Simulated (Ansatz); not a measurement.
**How far PBE and r2SCAN part for AlSb, pressure −1 GPa**

Consider AlSb in the zinc blende structure (space group F-43m, No. 216; a = 6.2256 Å).

(Cell as relaxed with PBE.)

Levels (all Ansatz, an electronic-structure program, PAW, earlier PAW set): PBE (420 eV, without spin-orbit coupling); r2SCAN (500 eV, spin-orbit coupling left out).

Each level relaxes its own structure.

```json
[
 {"base": "volume per atom", "PBE": "30.16 Å³", "r2SCAN": "29.47 Å³"},
 {"base": "lattice parameter a", "PBE": "6.226 Å", "r2SCAN": "6.177 Å"},
 {"base": "band gap", "PBE": "1.24 eV", "r2SCAN": "1.51 eV"}
]
```

Now apply this change: hydrostatic tension (pressure −1 GPa).

| quantity | PBE | r2SCAN |
|---|---|---|
| valley order (the lowest conduction-band minima on the path, energy above the VBM, named in the base's zone) | Γ 1.12 eV; L along ⟨111⟩ 1.18 eV; a point along ⟨100⟩, about 0.9 Å⁻¹ from Γ 1.30 eV | … |
| shift of the gap caused by the change | -0.12 eV | … |

### Question
Predict the r2SCAN column.

### Answer

- valley order (the lowest conduction-band minima on the path, energy above the VBM, named in the base's zone), r2SCAN: a point along ⟨100⟩, about 0.9 Å⁻¹ from Γ 1.53 eV; L along ⟨111⟩ 1.63 eV; Γ 1.87 eV
- shift of the gap caused by the change, r2SCAN: +0.02 eV

They order the valleys differently; PBE's shift of the gap caused by the change lies 0.14 eV below r2SCAN's. Neither level is exact; r2SCAN is the comparison here, not a measurement.

Spin-orbit coupling, missing from the scalar runs, can matter with Sb. Load acts through the strain it causes; cell and atoms are relaxed under it. Stability against distortions was not tested.
